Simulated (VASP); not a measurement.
# GeSe in VASP: work function with PBEsol

Aim: the work function of GeSe with PBEsol.

Everything below comes from runs of VASP 6.6.1. Logs are shortened: lines on timing, memory, paths and dates and some standing lists are left out, and cuts for length are marked.

## Step 1: Starting point

The cell holds a slab with vacuum, 16 atoms: a = 4.380 Å, b = 10.790 Å, c = 21.730 Å, α = 90.00°, β = 90.00°, γ = 90.00°.

## Step 2: Work function, PBEsol

INCAR

```
SYSTEM = GeSe
PREC     = Accurate       ! precision mode
ENCUT    = 520            ! plane-wave cutoff, eV
EDIFF    = 1E-7           ! SCF threshold, eV
ISMEAR   = 0              ! smearing method
SIGMA    = 0.05           ! smearing width, eV
LREAL    = .FALSE.        ! projectors in reciprocal space
LASPH    = .TRUE.         ! aspherical terms in the spheres
NELM     = 60             ! most SCF steps
ALGO     = Normal         ! electronic algorithm
ISIF     = 2              ! what is computed and relaxed
LWAVE    = .FALSE.        ! write WAVECAR
LCHARG   = .TRUE.         ! write CHGCAR
LDIPOL   = .TRUE.       
IDIPOL   = 3            
DIPOL    = 0.5 0.5 0.500
GGA      = PS             ! functional
LVHAR    = .TRUE.       
LVACPOTAV= .TRUE.       
KPAR     = 4
```

KPOINTS

```
Automatic mesh
0
G
  6 2 1
  0 0 0
```

POSCAR

```
GeSe                                    
1.0
    4.3800000000      0.0000000000      0.0000000000
    0.0000000000     10.7900000000      0.0000000000
    0.0000000000      0.0000000000     21.7300000000
  Ge              Se            
     8     8
Direct
     0.9571159308576273    0.1208677733969649    0.3893850550660726
     0.5428840691423727    0.6208677733969652    0.3893850550660726
     0.9081182245038846    0.1305899430277372    0.5648870763386583
     0.5918817754961154    0.6305899430277370    0.5648870763386583
     0.4081182245038845    0.3694100569722626    0.4351129236613419
     0.0918817754961156    0.8694100569722630    0.4351129236613419
     0.4571159308576276    0.3791322266030351    0.6106149449339275
     0.0428840691423726    0.8791322266030348    0.6106149449339275
     0.5322542072251629    0.8424245975808632    0.3606327693140907
     0.9677457927748371    0.3424245975808632    0.3606327693140907
     0.5058809291203300    0.8613449714196529    0.5401072627514860
     0.9941190708796700    0.3613449714196528    0.5401072627514860
     0.0058809291203300    0.6386550285803471    0.4598927372485139
     0.4941190708796701    0.1386550285803474    0.4598927372485139
     0.0322542072251629    0.6575754024191368    0.6393672306859092
     0.4677457927748372    0.1575754024191369    0.6393672306859092
```

Potentials or basis: VASP PAW PBE potentials, release 64 (Ge_d, Se).

On the command line:

```bash
cat potpaw_PBE.64/Ge_d/POTCAR potpaw_PBE.64/Se/POTCAR > POTCAR
mpirun -np 8 vasp_std > vasp.out
```

OUTCAR:

```text
SYSTEM = GeSe
   PREC = Accurate
   ENCUT = 520
   EDIFF = 1E-7
   ISMEAR = 0
   LREAL = .FALSE.
   LASPH = .TRUE.
   NELM = 60
   ISIF = 2
   GGA = PS

 ion  position               nearest neighbor table
   1  0.957  0.121  0.389-  10 2.47  14 2.55  14 2.81
   2  0.543  0.621  0.389-   9 2.47  13 2.55  13 2.81
   3  0.908  0.131  0.565-  16 2.53  12 2.58
   4  0.592  0.631  0.565-  15 2.53  11 2.58
   5  0.408  0.369  0.435-  10 2.53  14 2.58
   6  0.092  0.869  0.435-   9 2.53  13 2.58
   7  0.457  0.379  0.611-  16 2.47  12 2.55  12 2.81
   8  0.043  0.879  0.611-  15 2.47  11 2.55  11 2.81
   9  0.532  0.842  0.361-   2 2.47   6 2.53
  10  0.968  0.342  0.361-   1 2.47   5 2.53
  11  0.506  0.861  0.540-   8 2.55   4 2.58   8 2.81
  12  0.994  0.361  0.540-   7 2.55   3 2.58   7 2.81
  13  0.006  0.639  0.460-   2 2.55   6 2.58   2 2.81
  14  0.494  0.139  0.460-   1 2.55   5 2.58   1 2.81
  15  0.032  0.658  0.639-   8 2.47   4 2.53
  16  0.468  0.158  0.639-   7 2.47   3 2.53

  LATTYP: Found a simple orthorhombic cell.
 ALAT       =     4.3800000000
 B/A-ratio  =     2.4634703196
 C/A-ratio  =     4.9611872146

  Lattice vectors:

 A1 = (   4.3800000000,   0.0000000000,   0.0000000000)
 A2 = (   0.0000000000,  10.7900000000,   0.0000000000)
 A3 = (   0.0000000000,   0.0000000000,  21.7300000000)

Analysis of symmetry for initial positions (statically):
=====================================================================
 Subroutine PRICEL returns:
 Original cell was already a primitive cell.

 Routine SETGRP: Setting up the symmetry group for a
 simple orthorhombic supercell.

 Subroutine GETGRP returns: Found  4 space group operations
 (whereof  2 operations were pure point group operations)
 out of a pool of  8 trial point group operations.

The static configuration has the point symmetry S_2 .
 The point group associated with its full space group is C_2h.

Analysis of symmetry for dynamics (positions and initial velocities):
=====================================================================
 Subroutine PRICEL returns:
 Original cell was already a primitive cell.

 Routine SETGRP: Setting up the symmetry group for a
 simple orthorhombic supercell.

 Subroutine GETGRP returns: Found  4 space group operations
 (whereof  2 operations were pure point group operations)
 out of a pool of  8 trial point group operations.

The dynamic configuration has the point symmetry S_2 .
 The point group associated with its full space group is C_2h.

 Subroutine INISYM returns: Found  4 space group operations
 (whereof  2 operations are pure point group operations),
 and found     1 'primitive' translations

----------------------------------------------------------------------------------------

                                     Primitive cell

  volume of cell :    1026.9641

  direct lattice vectors                    reciprocal lattice vectors
     4.380000000  0.000000000  0.000000000     0.228310502  0.000000000  0.000000000
     0.000000000 10.790000000  0.000000000     0.000000000  0.092678406  0.000000000
     0.000000000  0.000000000 21.730000000     0.000000000  0.000000000  0.046019328

  length of vectors
     4.380000000 10.790000000 21.730000000     0.228310502  0.092678406  0.046019328

  position of ions in fractional coordinates (direct lattice)
     0.957115931  0.120867773  0.389385055
     0.542884069  0.620867773  0.389385055
     0.908118225  0.130589943  0.564887076
     0.591881775  0.630589943  0.564887076
     0.408118225  0.369410057  0.435112924
     0.091881775  0.869410057  0.435112924
[... 8 lines left out ...]
     0.032254207  0.657575402  0.639367231
     0.467745793  0.157575402  0.639367231

  ion indices of the primitive-cell ions
   primitive index   ion index
                 1           1
                 2           2
                 3           3
                 4           4
                 5           5
                 6           6
[... 8 lines left out ...]
                15          15
                16          16

----------------------------------------------------------------------------------------

 KPOINTS: Automatic mesh

Automatic generation of k-mesh.
 Grid dimensions read from file:
 generate k-points for:    6    2    1

 Generating k-lattice:

  Cartesian coordinates                     Fractional coordinates (reciprocal lattice)
     0.038051750  0.000000000  0.000000000     0.166666667  0.000000000  0.000000000
     0.000000000  0.046339203  0.000000000     0.000000000  0.500000000  0.000000000
     0.000000000  0.000000000  0.046019328     0.000000000  0.000000000  1.000000000

  Length of vectors
     0.038051750  0.046339203  0.046019328

  Shift w.r.t. Gamma in fractional coordinates (k-lattice)
     0.000000000  0.000000000  0.000000000

 Subroutine IBZKPT returns following result:
 ===========================================

 Found      8 irreducible k-points:

 Following reciprocal coordinates:
            Coordinates               Weight
  0.000000  0.000000  0.000000      1.000000
  0.166667  0.000000  0.000000      2.000000
  0.333333  0.000000  0.000000      2.000000
  0.500000  0.000000  0.000000      1.000000
  0.000000  0.500000  0.000000      1.000000
  0.166667  0.500000  0.000000      2.000000
  0.333333  0.500000  0.000000      2.000000
  0.500000  0.500000  0.000000      1.000000
   k-points           NKPTS =      8   k-points in BZ     NKDIM =      8   number of bands    NBANDS=     96
   number of dos      NEDOS =    301   number of ions     NIONS =     16
   total plane-waves  NPLWV = 466560
   dimension x,y,z NGX =    36 NGY =   80 NGZ =  162
   dimension x,y,z NGXF=    72 NGYF=  160 NGZF=  324
   ions per type =               8   8
   NGX,Y,Z   is equivalent  to a cutoff of  13.66, 12.33, 12.39 a.u.
   NGXF,Y,Z  is equivalent  to a cutoff of  27.33, 24.65, 24.79 a.u.
 SYSTEM =  GeSe
   PREC   = accura    normal or accurate (medium, high low for compatibility)
   ISTART =      0    job   : 0-new  1-cont  2-samecut
   ICHARG =      2    charge: 1-file 2-atom 10-const
   ISPIN  =      1    spin polarized calculation?
   LNONCOLLINEAR =      F non collinear calculations
   LSORBIT =      F    spin-orbit coupling
   LASPH  =      T    aspherical Exc in radial PAW
   ENCUT  =  520.0 eV  38.22 Ry    6.18 a.u.   8.14 20.06 40.40*2*pi/ulx,y,z
   NELM   =     60;   NELMIN=  2; NELMDL= -5     # of ELM steps
   EDIFF  = 0.1E-06   stopping-criterion for ELM
   LREAL  =      F    real-space projection
   EDIFFG = 0.1E-05   stopping-criterion for IOM
   NSW    =      0    number of steps for IOM
   IBRION =     -1    ionic relax: 0-MD 1-quasi-New 2-CG
   NFREE  =      0    steps in history (QN), initial steepest desc. (CG)
   ISIF   =      2    stress and relaxation
   ISYM   =      2    0-nonsym 1-usesym 2-fastsym
   POTIM  = 0.5000    time-step for ionic-motion
   TEBEG  =    0.0;   TEEND  =   0.0 temperature during run
   PSTRESS=    0.0 pullay stress
   NELECT =     160.0000    total number of electrons
   NUPDOWN=      -1.0000    fix difference up-down
   EMIN   =  10.00;   EMAX   =-10.00  energy-range for DOS
   EFERMI =   0.00;   METHOD = LEGACY
   ISMEAR =     0;   SIGMA  =   0.05  broadening in eV -4-tet -1-fermi 0-gaus
   EFERMI_NEDOS =   21; number of points for ismear=-14 and -15
   IALGO  =     38    algorithm
   IMIX   =      4    mixing-type and parameters
     AMIX     =   0.40;   BMIX     =  1.00
     AMIX_MAG =   1.60;   BMIX_MAG =  1.00
  volume/ion in A,a.u.               =      64.19       433.14
  Fermi-wavevector in a.u.,A,eV,Ry     =   0.880906  1.664672 10.558066  0.775996
  Thomas-Fermi vector in A             =   2.001330
   LORBIT       =      0    0 simple, 1 ext, 2 COOP (PROOUT), +10 PAW based schemes
   GGA     = PS    functional components
   LHFCALC =     F    Hartree Fock is set to
   AEXX    =    0.0000 exact exchange contribution
   IVDW    =     0    specifies the selected vdW correction
   LEPSILON=     F    determine dielectric tensor
   LRPA    =     F    only Hartree local field effects (RPA)
 non-spin polarized calculation
 Gauss-broadening in eV      SIGMA  =   0.05
  energy-cutoff  :      520.00
  volume of cell :     1026.96
 maximum number of plane-waves:     27740
 NGX is ok and might be reduce to    36
   NGX = 17   NGY = 41   NGZ = 81

 dipolmoment           0.000000      0.000000     -0.000000 electrons x Angstroem

 number of electron     159.9999930 magnetization

 dipolmoment           0.000000      0.000000      0.000000 electrons x Angstroem

 Free energy of the ion-electron system (eV)
  ---------------------------------------------------
  ext. energy  EPLUGINS =         0.00000000
  ---------------------------------------------------
  free energy    TOTEN  =       -71.12115991 eV

  energy without entropy =      -71.12115991  energy(sigma->0) =      -71.12115991

 E-fermi :  -1.7514     XC(G=0):  -4.2062

 val. band max:       -1.9874884642   @ k =   0.0000   0.0000   0.0000
 cond. band min:      -1.3831197538   @ k =   0.0000   0.0000   0.0000
 fundamental gap:      0.6043687104
 Fermi energy:        -1.7513669563

 k-point     1 :       0.0000    0.0000    0.0000
  band No.  band energies     occupation
      1     -26.3896      2.00000
      2     -26.3895      2.00000
      3     -26.3891      2.00000
      4     -26.3891      2.00000
      5     -26.3765      2.00000
      6     -26.3763      2.00000
[... 84 lines left out ...]
     91       0.7312      0.00000
     92       0.9032      0.00000

 k-point     2 :       0.1667    0.0000    0.0000
  band No.  band energies     occupation
      1     -26.3900      2.00000
      2     -26.3900      2.00000
      3     -26.3896      2.00000
      4     -26.3896      2.00000
      5     -26.3760      2.00000
      6     -26.3758      2.00000
[... 559 lines left out ...]
     91       1.3721      0.00000
     92       1.3721      0.00000

 k-point     8 :       0.5000    0.5000    0.0000
  band No.  band energies     occupation
      1     -26.3912      2.00000
      2     -26.3912      2.00000
      3     -26.3912      2.00000
      4     -26.3912      2.00000
      5     -26.3744      2.00000
      6     -26.3744      2.00000
[... 84 lines left out ...]
     91       1.9203      0.00000
     92       1.9203      0.00000
 [bands above 92 left out]

------------------------ aborting loop because EDIFF is reached ----------------------------------------

  FORCE on cell =-STRESS in cart. coord.  units (eV):
  Direction    XX          YY          ZZ          XY          YZ          ZX
  --------------------------------------------------------------------------------------
  -------------------------------------------------------------------------------------
  Total      -12.9542752     -0.1284297     -0.0657570      0.0000000      0.0861328      0.0000000
  in kB      -20.2100980     -0.2003646     -0.1025881      0.0000000      0.1343766      0.0000000
  external PRESSURE =      -6.8376836 kB  Pullay stress =       0.0000000 kB

 VOLUME and BASIS-vectors are now :
 -----------------------------------------------------------------------------
  energy-cutoff  :      520.00
  volume of cell :     1026.96
      direct lattice vectors                 reciprocal lattice vectors
     4.380000000  0.000000000  0.000000000     0.228310502  0.000000000  0.000000000
     0.000000000 10.790000000  0.000000000     0.000000000  0.092678406  0.000000000
     0.000000000  0.000000000 21.730000000     0.000000000  0.000000000  0.046019328

 POSITION                                       TOTAL-FORCE (eV/Angst)
 -----------------------------------------------------------------------------------
      4.19217      1.30416      8.46134         0.000816     -0.003976     -0.001893
      2.37783      6.69916      8.46134        -0.000816     -0.003976     -0.001893
      3.97756      1.40907     12.27500         0.000853      0.006323     -0.008848
      2.59244      6.80407     12.27500        -0.000853      0.006323     -0.008848
      1.78756      3.98593      9.45500         0.000853     -0.006323      0.008848
      0.40244      9.38093      9.45500        -0.000853     -0.006323      0.008848
[... 8 lines left out ...]
      0.14127      7.09524     13.89345        -0.000420      0.000071      0.003099
      2.04873      1.70024     13.89345         0.000420      0.000071      0.003099
 -----------------------------------------------------------------------------------
    total drift:                                0.000000     -0.000000      0.000000

  FREE ENERGIE OF THE ION-ELECTRON SYSTEM (eV)
  ---------------------------------------------------
  free  energy   TOTEN  =       -71.1211599059 eV

  energy  without entropy=      -71.1211599059  energy(sigma->0) =      -71.12115991

 vacuum level on the upper side and lower side of the slab         3.332         3.332
```

It took 2.9 min on 8 MPI ranks of AMD EPYC 9R45 (Zen 5), shared host; peak memory 0.74 GiB.

Results:

```
Free energy                            : -71.1212 eV
Largest force                          : 0.014 eV/Å
Band gap on the k mesh                 : 0.60 eV, direct
Ionisation potential of the upper face : 5.32 eV
```

Forces on the atoms (eV/Å):
```
Ge   0.001 -0.004 -0.002
Ge  -0.001 -0.004 -0.002
Ge   0.001  0.006 -0.009
Ge  -0.001  0.006 -0.009
Ge   0.001 -0.006  0.009
Ge  -0.001 -0.006  0.009
Ge   0.001  0.004  0.002
Ge  -0.001  0.004  0.002
Se   0.000  0.000 -0.003
Se   0.000  0.000 -0.003
Se   0.013 -0.004 -0.003
Se  -0.013 -0.004 -0.003
Se   0.013  0.004  0.003
Se  -0.013  0.004  0.003
Se   0.000  0.000  0.003
Se   0.000  0.000  0.003
```

Caveat: the PAW data sets were made with another functional, which shifts forces and pressure a little.
